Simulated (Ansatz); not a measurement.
# Ge3N4: the cost of one run

Method: DFT, PBE, plane-wave PAW, default files, scalar-relativistic, frozen cores, as far as a step names no other, in Ansatz 0.2.0.

### Step 1. The structure to begin with

Symmetry: Fd-3m, No. 227, cubic system. The conventional cell has a = 8.309 Å, b = 8.309 Å, c = 8.309 Å, α = 90.00°, β = 90.00°, γ = 90.00°. Ge (site symmetry -3m) is surrounded by 6 N at 2.01 Å. Ge (site symmetry -43m) is surrounded by 4 N at 1.92 Å. N (site symmetry 3m) is surrounded by 4 Ge at 1.92 to 2.01 Å.

As a file:

```cif
data_structure
_symmetry_space_group_name_H-M 'Fd-3m:1'
_symmetry_Int_Tables_number 227
_cell_length_a 8.3091
_cell_length_b 8.3091
_cell_length_c 8.3091
_cell_angle_alpha 90.000
_cell_angle_beta 90.000
_cell_angle_gamma 90.000
_cell_volume 573.67
loop_
_atom_site_label
_atom_site_type_symbol
_atom_site_symmetry_multiplicity
_atom_site_Wyckoff_symbol
_atom_site_fract_x
_atom_site_fract_y
_atom_site_fract_z
_atom_site_occupancy
Ge1 Ge 16 d 0.12500 0.62500 0.12500 1
Ge2 Ge 8 a 0.50000 0.00000 0.50000 1
N1 N 32 e 0.38320 0.38320 0.38320 1
```

The earlier run gave: gap on the mesh 1.90 eV, largest force 0.013 eV/Å, pressure 0.3 GPa.

Site by site (atoms counted from 1):

```tsv
site	atoms	first shell	V_zz (10²¹ V/m²)	η	C_Q (MHz)
Ge1	1, 2, 3, 4	6 N at 2.01 Å	-0.85	0.00	4.04 (⁷³Ge)
Ge5	5, 6	4 N at 1.92 Å	0.00	–	0 (⁷³Ge)
N	7, 8, 9, 10, …	4 Ge at 1.92–2.01 Å	4.37	0.00	2.16 (¹⁴N)
```

C_Q = eQV_zz/h, which is 24.18 MHz for Q = 1 b and V_zz = 10²¹ V/m²; η = (V_xx − V_yy)/V_zz. Nuclear quadrupole moments: year-2017 set (Pyykkö).

### Step 2. Ions relaxed at fixed cell

The input, input.yaml:

```yaml
crystal:
  lattice:
    - [0.0, 4.15455, 4.15455]
    - [4.15455, 0.0, 4.15455]
    - [4.15455, 4.15455, 0.0]
  atoms:
    - { symbol: Ge, position: [0.125, 0.125, 0.125] }
    - { symbol: Ge, position: [0.625, 0.125, 0.125] }
    - { symbol: Ge, position: [0.125, 0.125, 0.625] }
    - { symbol: Ge, position: [0.125, 0.625, 0.125] }
    - { symbol: Ge, position: [0.5, 0.5, 0.5] }
    - { symbol: Ge, position: [0.75, 0.75, 0.75] }
    - { symbol: "N", position: [0.8832, 0.8832, 0.8832] }
    - { symbol: "N", position: [0.8996, 0.3668, 0.3668] }
    - { symbol: "N", position: [0.8832, 0.8832, 0.3504] }
    - { symbol: "N", position: [0.3668, 0.8996, 0.3668] }
    - { symbol: "N", position: [0.3504, 0.8832, 0.8832] }
    - { symbol: "N", position: [0.3668, 0.3668, 0.3668] }
    - { symbol: "N", position: [0.8832, 0.3504, 0.8832] }
    - { symbol: "N", position: [0.3668, 0.3668, 0.8996] }
kpoints:
  mp_grid: { grid: [6, 6, 6] }
scf:
  occupations: { method: fermi_dirac, width: 0.02 }
hamiltonian:
  xc: pbe
  pseudopotentials: { kind: paw, frozen_core: stored }
output:
  forces: true
  stress: true
  populations: true
  efg: { quadrupole_moments_barn: { Ge: -0.196, "N": 0.02044 } }
  write_density: true
  write_potential: true
  elf: true
  volumetric_format: npy
relax:
  f_tol: 0.02
  max_steps: 60
```

Command:

```console
$ ansatz run input.yaml --threads 4 --pin off --max-ram 8192MiB --backend cpu --events-out ev --progress --plain --runs-dir out
```

Q: Estimate wall time and peak memory on 4 threads of Intel Xeon 6975P-C (Granite Rapids), shared host.

About 3.7 s, with a peak of 0.67 GiB.
